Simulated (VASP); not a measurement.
# ZnS in VASP: a series of runs

Runs on ZnS. Level: PBE+D3(BJ). Tasks: single point.

Program: VASP 6.6.1. These are calculated values, not measurements. Logs are shortened: lines on timing, memory, paths and dates and some standing lists are left out, and cuts for length are marked.

**Experimental background.**

From a printed reference work, monograph, for a bulk crystal of ZnS at 4 K: band gap 3.911 eV (direct).

The runs below are set against these values where they give the same quantity.

### Step 1. The cell of the first run

The structure is hexagonal, space group P6_3mc (No. 186). Conventional cell: a = 3.811 Å, b = 3.811 Å, c = 6.234 Å, α = 90.00°, β = 90.00°, γ = 120.00°. Zn (site symmetry 3m) has 4 S at 2.31 to 2.40 Å within 3.1 Å. S (site symmetry 3m) has 4 Zn at 2.31 to 2.40 Å within 3.1 Å.

### Step 2. Single point, PBE+D3(BJ)

Input file INCAR:

```
SYSTEM = ZnS
PREC = Accurate
ENCUT = 520
EDIFF = 1E-6
ISMEAR = 0
SIGMA = 0.01
LREAL = .False.
LASPH = .True.
NELM = 60
ALGO = Normal
ISIF = 2
LWAVE = .False.
LCHARG = .False.
GGA = PE
IVDW = 12
NBANDS = 26
```

Input file KPOINTS:

```
Automatic mesh
0
Gamma
  6 6 4
  0 0 0
```

Input file POSCAR:

```
ZnS
1.0
    3.8110000000      0.0000000000      0.0000000000
   -1.9055000000      3.3004230000      0.0000000000
    0.0000000000      0.0000000000      6.2340000000
Zn S
2 2
Direct
    0.3333333333      0.6666666667      0.0000000000
    0.6666666667      0.3333333333      0.5000000000
    0.3333333333      0.6666666667      0.3850000000
    0.6666666667      0.3333333333      0.8850000000
```

Potentials or basis: VASP PAW PBE potentials, release 64 (Zn, S).

The run is started by

```console
> cat potpaw_PBE.64/Zn/POTCAR potpaw_PBE.64/S/POTCAR > POTCAR
> mpirun -np 1 vasp_std > vasp.out
```

OUTCAR:

```text
SYSTEM = ZnS
   PREC = Accurate
   ENCUT = 520
   EDIFF = 1E-6
   ISMEAR = 0
   LREAL = .False.
   LASPH = .True.
   NELM = 60
   ISIF = 2
   GGA = PE
   IVDW = 12
 IVDW          = 12

 ion  position               nearest neighbor table
   1  0.333  0.667  0.000-   4 2.31   4 2.31   4 2.31   3 2.40
   2  0.667  0.333  0.500-   3 2.31   3 2.31   3 2.31   4 2.40
   3  0.333  0.667  0.385-   2 2.31   2 2.31   2 2.31   1 2.40
   4  0.667  0.333  0.885-   1 2.31   1 2.31   1 2.31   2 2.40

  LATTYP: Found a hexagonal cell.
 ALAT       =     3.8110000000
 C/A-ratio  =     1.6357911309

  Lattice vectors:

 A1 = (   3.8110000000,   0.0000000000,   0.0000000000)
 A2 = (  -1.9055000000,   3.3004230000,   0.0000000000)
 A3 = (   0.0000000000,   0.0000000000,   6.2340000000)

Analysis of symmetry for initial positions (statically):
=====================================================================
 Subroutine PRICEL returns:
 Original cell was already a primitive cell.

 Routine SETGRP: Setting up the symmetry group for a
 hexagonal supercell.

 Subroutine GETGRP returns: Found 12 space group operations
 (whereof  6 operations were pure point group operations)
 out of a pool of 24 trial point group operations.

The static configuration has the point symmetry C_3v.
 The point group associated with its full space group is C_6v.

Analysis of symmetry for dynamics (positions and initial velocities):
=====================================================================
 Subroutine PRICEL returns:
 Original cell was already a primitive cell.

 Routine SETGRP: Setting up the symmetry group for a
 hexagonal supercell.

 Subroutine GETGRP returns: Found 12 space group operations
 (whereof  6 operations were pure point group operations)
 out of a pool of 24 trial point group operations.

The dynamic configuration has the point symmetry C_3v.
 The point group associated with its full space group is C_6v.

 Subroutine INISYM returns: Found 12 space group operations
 (whereof  6 operations are pure point group operations),
 and found     1 'primitive' translations

----------------------------------------------------------------------------------------

                                     Primitive cell

  volume of cell :      78.4107

  direct lattice vectors                    reciprocal lattice vectors
     3.811000000  0.000000000  0.000000000     0.262398321  0.151495733  0.000000000
    -1.905500000  3.300423000  0.000000000     0.000000000  0.302991465  0.000000000
     0.000000000  0.000000000  6.234000000     0.000000000  0.000000000  0.160410651

  length of vectors
[... 83 lines left out ...]
   LREAL  =      F    real-space projection
   EDIFFG = 0.1E-04   stopping-criterion for IOM
   NSW    =      0    number of steps for IOM
   IBRION =     -1    ionic relax: 0-MD 1-quasi-New 2-CG
   NFREE  =      0    steps in history (QN), initial steepest desc. (CG)
   ISIF   =      2    stress and relaxation
   ISYM   =      2    0-nonsym 1-usesym 2-fastsym
   POTIM  = 0.5000    time-step for ionic-motion
   TEBEG  =    0.0;   TEEND  =   0.0 temperature during run
   PSTRESS=    0.0 pullay stress
   NELECT =      36.0000    total number of electrons
   NUPDOWN=      -1.0000    fix difference up-down
   EMIN   =  10.00;   EMAX   =-10.00  energy-range for DOS
   EFERMI =   0.00;   METHOD = LEGACY
   ISMEAR =     0;   SIGMA  =   0.01  broadening in eV -4-tet -1-fermi 0-gaus
   EFERMI_NEDOS =   21; number of points for ismear=-14 and -15
   IALGO  =     38    algorithm
   IMIX   =      4    mixing-type and parameters
     AMIX     =   0.40;   BMIX     =  1.00
     AMIX_MAG =   1.60;   BMIX_MAG =  1.00
  volume/ion in A,a.u.               =      19.60       132.29
  Fermi-wavevector in a.u.,A,eV,Ry     =   1.262943  2.386617 21.701646  1.595026
  Thomas-Fermi vector in A             =   2.396326
   LORBIT       =      0    0 simple, 1 ext, 2 COOP (PROOUT), +10 PAW based schemes
   GGA     = PE    functional components
   LHFCALC =     F    Hartree Fock is set to
   AEXX    =    0.0000 exact exchange contribution
   IVDW    =    12    specifies the selected vdW correction
   LEPSILON=     F    determine dielectric tensor
   LRPA    =     F    only Hartree local field effects (RPA)
 non-spin polarized calculation
 Gauss-broadening in eV      SIGMA  =   0.01
  energy-cutoff  :      520.00
  volume of cell :       78.41
 maximum number of plane-waves:      2133
   NGX = 15   NGY = 15   NGZ = 23

 number of electron      35.9999977 magnetization

 Free energy of the ion-electron system (eV)
  ---------------------------------------------------
  ext. energy  EPLUGINS =         0.00000000
  ---------------------------------------------------
  free energy    TOTEN  =       -13.65076041 eV

  energy without entropy =      -13.65076041  energy(sigma->0) =      -13.65076041

 E-fermi :   2.2639     XC(G=0):  -9.6507

 val. band max:        2.1636697769   @ k =   0.0000   0.0000   0.0000
 cond. band min:       4.4165317229   @ k =   0.0000   0.0000   0.0000
 fundamental gap:      2.2528619460
 Fermi energy:         2.2638600880

 k-point     1 :       0.0000    0.0000    0.0000
  band No.  band energies     occupation
      1     -11.0298      2.00000
      2     -10.1067      2.00000
      3      -4.2061      2.00000
      4      -4.2061      2.00000
      5      -4.1418      2.00000
      6      -4.1418      2.00000
[... 598 lines left out ...]
     25      11.9395      0.00000
     26      11.9395      0.00000

------------------------ aborting loop because EDIFF is reached ----------------------------------------

 Edisp (eV)   -1.23898

 E8    (eV) :    -0.4869

  FORCE on cell =-STRESS in cart. coord.  units (eV):
  Direction    XX          YY          ZZ          XY          YZ          ZX
  --------------------------------------------------------------------------------------
  -------------------------------------------------------------------------------------
  Total       0.20295     0.20295    -0.80031     0.00000     0.00000     0.00000
  in kB       4.14686     4.14686   -16.35294     0.00000     0.00000     0.00000
  external pressure =       -2.69 kB  Pullay stress =        0.00 kB

 VOLUME and BASIS-vectors are now :
 -----------------------------------------------------------------------------
  energy-cutoff  :      520.00
  volume of cell :       78.41
      direct lattice vectors                 reciprocal lattice vectors
     3.811000000  0.000000000  0.000000000     0.262398321  0.151495733  0.000000000
    -1.905500000  3.300423000  0.000000000     0.000000000  0.302991465  0.000000000
     0.000000000  0.000000000  6.234000000     0.000000000  0.000000000  0.160410651

 POSITION                                       TOTAL-FORCE (eV/Angst)
 -----------------------------------------------------------------------------------
     -0.00000      2.20028      0.00000        -0.000000      0.000000      0.327123
      1.90550      1.10014      3.11700         0.000000     -0.000000      0.327123
     -0.00000      2.20028      2.40009        -0.000000      0.000000     -0.327123
      1.90550      1.10014      5.51709        -0.000000     -0.000000     -0.327123
 -----------------------------------------------------------------------------------
    total drift:                               -0.000000     -0.000000      0.000466

  FREE ENERGIE OF THE ION-ELECTRON SYSTEM (eV)
  ---------------------------------------------------
  free  energy   TOTEN  =       -14.8897374616 eV

  energy  without entropy=      -14.8897374616  energy(sigma->0) =      -14.88973746
```

stdout:

```text
POSCAR found type information on POSCAR ZnS
 POSCAR found :  2 types and       4 ions
 scaLAPACK will be used
 LDA part: xc-table for (Slater+PW92), standard interpolation
 POSCAR, INCAR and KPOINTS ok, starting setup
 FFT: planning ... GRIDC
 FFT: planning ... GRID_SOFT
 FFT: planning ... GRID
 WAVECAR not read
 entering main loop
```

Wall time 61 s (1 thread of Intel Xeon 8259CL, shared host); peak memory 0.18 GiB.

What came out:

| Property | Result |
| --- | --- |
| Free energy | -14.8897 eV |
| Pressure | -0.3 GPa |
| Largest force | 0.327 eV/Å |
| Band gap on the k mesh | 2.25 eV |
| Dispersion energy per atom | -0.310 eV |

Forces on the atoms (eV/Å):
```
Zn   0.000  0.000  0.327
Zn   0.000  0.000  0.327
S    0.000  0.000 -0.327
S    0.000  0.000 -0.327
```

Levels at points of the mesh, in eV from the valence-band top:
```
           k point  band 14  band 15  band 16  band 17  band 18  band 19  band 20  band 21  band 22  band 23
(0.00, 0.00, 0.00)    -0.86    -0.86    -0.01    -0.01     0.00     2.25     3.00     6.30     6.30     6.61
(0.50, 0.00, 0.00)    -4.21    -3.16    -2.25    -1.56    -0.98     3.62     4.27     5.18     7.14     7.42
(0.00, 0.00, 0.50)    -2.76    -0.45    -0.45    -0.45    -0.45     3.51     3.51     6.73     6.73     6.73
(0.50, 0.00, 0.50)    -4.90    -1.66    -1.66    -1.53    -1.53     3.62     3.62     5.15     5.15     9.00
```

Caveat: three body term missing.

### Step 3. Single point, PBE+D3(BJ)

Input file INCAR:

```
SYSTEM = ZnS
ALGO     = Normal         ! electronic algorithm
EDIFF    = 1E-6           ! SCF threshold, eV
ENCUT    = 520            ! plane-wave cutoff, eV
GGA      = PE             ! functional
ISIF     = 2              ! what is computed and relaxed
ISMEAR   = 0              ! smearing method
IVDW     = 12             ! dispersion correction
LASPH    = .True.         ! aspherical terms in the spheres
LCHARG   = .True.         ! write CHGCAR
LELF     = .True.         ! ELF
LREAL    = .False.        ! projectors in reciprocal space
LVHAR    = .True.       
LWAVE    = .False.        ! write WAVECAR
NBANDS   = 26             ! bands
NELM     = 60             ! most SCF steps
PREC     = Accurate       ! precision mode
SIGMA    = 0.01           ! smearing width, eV
```

Input file KPOINTS:

```
k-points
0
Gamma
  6 6 4
  0 0 0
```

Changes to POSCAR since step 2:

```diff
@@ -8,3 +8,3 @@
 Direct
-    0.3333333333      0.6666666667      0.0000000000
+    0.3202134173      0.6666666667      0.0000000000
     0.6666666667      0.3333333333      0.5000000000
```

Potentials or basis: VASP PAW PBE potentials, release 64 (Zn, S).

The run is started by

```console
> cat potpaw_PBE.64/Zn/POTCAR potpaw_PBE.64/S/POTCAR > POTCAR
> mpirun -np 1 vasp_std > vasp.out
```

OUTCAR:

```text
SYSTEM = ZnS
   EDIFF = 1E-6
   ENCUT = 520
   GGA = PE
   ISIF = 2
   ISMEAR = 0
   IVDW = 12
   LASPH = .True.
   LREAL = .False.
   NELM = 60
   PREC = Accurate
 IVDW          = 12

 ion  position               nearest neighbor table
   1  0.320  0.667  0.000-   4 2.27   4 2.31   4 2.36   3 2.40
   2  0.667  0.333  0.500-   3 2.31   3 2.31   3 2.31   4 2.40
   3  0.333  0.667  0.385-   2 2.31   2 2.31   2 2.31   1 2.40
   4  0.667  0.333  0.885-   1 2.27   1 2.31   1 2.36   2 2.40

  LATTYP: Found a hexagonal cell.
 ALAT       =     3.8110000000
 C/A-ratio  =     1.6357911309

  Lattice vectors:

 A1 = (   3.8110000000,   0.0000000000,   0.0000000000)
 A2 = (  -1.9055000000,   3.3004230000,   0.0000000000)
 A3 = (   0.0000000000,   0.0000000000,   6.2340000000)

Analysis of symmetry for initial positions (statically):
=====================================================================
 Subroutine PRICEL returns:
 Original cell was already a primitive cell.

 Routine SETGRP: Setting up the symmetry group for a
 hexagonal supercell.

 Subroutine GETGRP returns: Found  1 space group operations
 (whereof  1 operations were pure point group operations)
 out of a pool of 24 trial point group operations.

The static configuration has the point symmetry C_1 .

Analysis of symmetry for dynamics (positions and initial velocities):
=====================================================================
 Subroutine PRICEL returns:
 Original cell was already a primitive cell.

 Routine SETGRP: Setting up the symmetry group for a
 hexagonal supercell.

 Subroutine GETGRP returns: Found  1 space group operations
 (whereof  1 operations were pure point group operations)
 out of a pool of 24 trial point group operations.

The dynamic configuration has the point symmetry C_1 .
[... 118 lines left out ...]
   ISMEAR =     0;   SIGMA  =   0.01  broadening in eV -4-tet -1-fermi 0-gaus
   EFERMI_NEDOS =   21; number of points for ismear=-14 and -15
   IALGO  =     38    algorithm
   IMIX   =      4    mixing-type and parameters
     AMIX     =   0.40;   BMIX     =  1.00
     AMIX_MAG =   1.60;   BMIX_MAG =  1.00
  volume/ion in A,a.u.               =      19.60       132.29
  Fermi-wavevector in a.u.,A,eV,Ry     =   1.262943  2.386617 21.701646  1.595026
  Thomas-Fermi vector in A             =   2.396326
   LORBIT       =      0    0 simple, 1 ext, 2 COOP (PROOUT), +10 PAW based schemes
   GGA     = PE    functional components
   LHFCALC =     F    Hartree Fock is set to
   AEXX    =    0.0000 exact exchange contribution
   IVDW    =    12    specifies the selected vdW correction
   LEPSILON=     F    determine dielectric tensor
   LRPA    =     F    only Hartree local field effects (RPA)
 non-spin polarized calculation
 Gauss-broadening in eV      SIGMA  =   0.01
  energy-cutoff  :      520.00
  volume of cell :       78.41
 maximum number of plane-waves:      2133
   NGX = 15   NGY = 15   NGZ = 23

 number of electron      35.9999981 magnetization

 Free energy of the ion-electron system (eV)
  ---------------------------------------------------
  ext. energy  EPLUGINS =         0.00000000
  ---------------------------------------------------
  free energy    TOTEN  =       -13.64226990 eV

  energy without entropy =      -13.64226990  energy(sigma->0) =      -13.64226990

 E-fermi :   2.2748     XC(G=0):  -9.6507

 val. band max:        2.1775738203   @ k =   0.0000   0.0000   0.0000
 cond. band min:       4.4171481536   @ k =   0.0000   0.0000   0.0000
 fundamental gap:      2.2395743332
 Fermi energy:         2.2747587232

 k-point     1 :       0.0000    0.0000    0.0000
  band No.  band energies     occupation
      1     -11.0312      2.00000
      2     -10.1083      2.00000
      3      -4.2276      2.00000
      4      -4.1955      2.00000
      5      -4.1496      2.00000
      6      -4.1402      2.00000
[... 685 lines left out ...]
     25      10.2950      0.00000
     26      10.5405      0.00000

 [... further k-points ...]

------------------------ aborting loop because EDIFF is reached ----------------------------------------

 Edisp (eV)   -1.23899

 E8    (eV) :    -0.4869

  FORCE on cell =-STRESS in cart. coord.  units (eV):
  Direction    XX          YY          ZZ          XY          YZ          ZX
  --------------------------------------------------------------------------------------
  -------------------------------------------------------------------------------------
  Total       0.26654     0.23426    -0.78035     0.29651     0.01935     0.19195
  in kB       5.44630     4.78675   -15.94507     6.05863     0.39543     3.92206
  external pressure =       -1.90 kB  Pullay stress =        0.00 kB

 VOLUME and BASIS-vectors are now :
 -----------------------------------------------------------------------------
  energy-cutoff  :      520.00
  volume of cell :       78.41
      direct lattice vectors                 reciprocal lattice vectors
     3.811000000  0.000000000  0.000000000     0.262398321  0.151495733  0.000000000
    -1.905500000  3.300423000  0.000000000     0.000000000  0.302991465  0.000000000
     0.000000000  0.000000000  6.234000000     0.000000000  0.000000000  0.160410651

 POSITION                                       TOTAL-FORCE (eV/Angst)
 -----------------------------------------------------------------------------------
     -0.05000      2.20028      0.00000         0.340150      0.026562      0.344013
      1.90550      1.10014      3.11700         0.006619     -0.000185      0.327332
     -0.00000      2.20028      2.40009        -0.015179      0.000724     -0.329171
      1.90550      1.10014      5.51709        -0.331590     -0.027101     -0.342175
 -----------------------------------------------------------------------------------
    total drift:                                0.000364     -0.000307      0.000459

  FREE ENERGIE OF THE ION-ELECTRON SYSTEM (eV)
  ---------------------------------------------------
  free  energy   TOTEN  =       -14.8812632174 eV

  energy  without entropy=      -14.8812632174  energy(sigma->0) =      -14.88126322
```

OSZICAR:

```text
N       E                     dE             d eps       ncg     rms          rms(c)
DAV:   1     0.245863455459E+03    0.24586E+03   -0.17091E+04  3952   0.167E+03
DAV:   2     0.100163785547E+02   -0.23585E+03   -0.22574E+03  4082   0.350E+02
DAV:   3    -0.139212603615E+02   -0.23938E+02   -0.23699E+02  4720   0.111E+02
DAV:   4    -0.144954764263E+02   -0.57422E+00   -0.57297E+00  4584   0.173E+01
DAV:   5    -0.145044709077E+02   -0.89945E-02   -0.89922E-02  4788   0.215E+00    0.993E+00
DAV:   6    -0.136520225637E+02    0.85245E+00   -0.16441E+00  5886   0.372E+01    0.763E+00
DAV:   7    -0.136482064205E+02    0.38161E-02   -0.12626E+00  4162   0.657E+00    0.346E+00
DAV:   8    -0.136414150834E+02    0.67913E-02   -0.35891E-02  4894   0.181E+00    0.988E-01
DAV:   9    -0.136419045017E+02   -0.48942E-03   -0.95456E-03  5408   0.132E+00    0.233E-01
DAV:  10    -0.136420477740E+02   -0.14327E-03   -0.61393E-04  4556   0.343E-01    0.954E-02
DAV:  11    -0.136422667565E+02   -0.21898E-03   -0.34115E-04  4098   0.128E-01    0.551E-02
DAV:  12    -0.136422664551E+02    0.30138E-06   -0.15785E-05  4918   0.512E-02    0.101E-02
DAV:  13    -0.136422697249E+02   -0.32697E-05   -0.46823E-06  4104   0.243E-02    0.356E-03
DAV:  14    -0.136422699027E+02   -0.17784E-06   -0.55412E-07  3442   0.160E-02
   1 F= -.14881263E+02 E0= -.14881263E+02  d E =-.375284E-45
```

stdout:

```text
POSCAR found type information on POSCAR ZnS
 POSCAR found :  2 types and       4 ions
 scaLAPACK will be used
 LDA part: xc-table for (Slater+PW92), standard interpolation
 POSCAR, INCAR and KPOINTS ok, starting setup
 FFT: planning ... GRIDC
 FFT: planning ... GRID_SOFT
 FFT: planning ... GRID
 WAVECAR not read
 entering main loop
```

Run time: 4.1 min. Hardware: 1 thread of Intel Xeon 8259CL, shared host; peak memory 0.25 GiB.

Results:

```yaml
Free_energy: -14.8813 eV
Pressure: -0.2 GPa
Largest_force: 0.485 eV/Å
Band_gap_on_the_k_mesh: 2.24 eV
Dispersion_energy_per_atom: -0.310 eV
```

Forces on the atoms (eV/Å):
```
Zn   0.340  0.027  0.344
Zn   0.007  0.000  0.327
S   -0.015  0.001 -0.329
S   -0.332 -0.027 -0.342
```

Levels at points of the mesh, in eV from the valence-band top:
```
           k point  band 14  band 15  band 16  band 17  band 18  band 19  band 20  band 21  band 22  band 23
(0.00, 0.00, 0.00)    -0.92    -0.83    -0.05    -0.01     0.00     2.24     2.98     6.24     6.34     6.60
(0.50, 0.00, 0.00)    -4.25    -3.14    -2.26    -1.61    -0.99     3.64     4.28     5.17     7.13     7.39
(0.00, 0.50, 0.00)    -4.23    -3.17    -2.26    -1.57    -0.99     3.60     4.25     5.17     7.12     7.41
(0.50, 0.50, 0.00)    -4.20    -3.20    -2.27    -1.54    -1.00     3.56     4.24     5.17     7.12     7.42
(0.00, 0.00, 0.50)    -2.77    -0.54    -0.47    -0.46    -0.40     3.50     3.50     6.61     6.71     6.73
(0.50, 0.00, 0.50)    -4.91    -1.68    -1.67    -1.56    -1.53     3.58     3.65     5.11     5.19     8.97
(0.00, 0.50, 0.50)    -4.91    -1.69    -1.68    -1.54    -1.52     3.60     3.60     5.13     5.13     8.98
(0.50, 0.50, 0.50)    -4.85    -1.69    -1.67    -1.55    -1.52     3.56     3.63     5.08     5.16     8.97
```

Caveat: three body term missing. As with any semilocal functional, this PBE gap is likely too small.

(Part 1 of 3 ends here.)
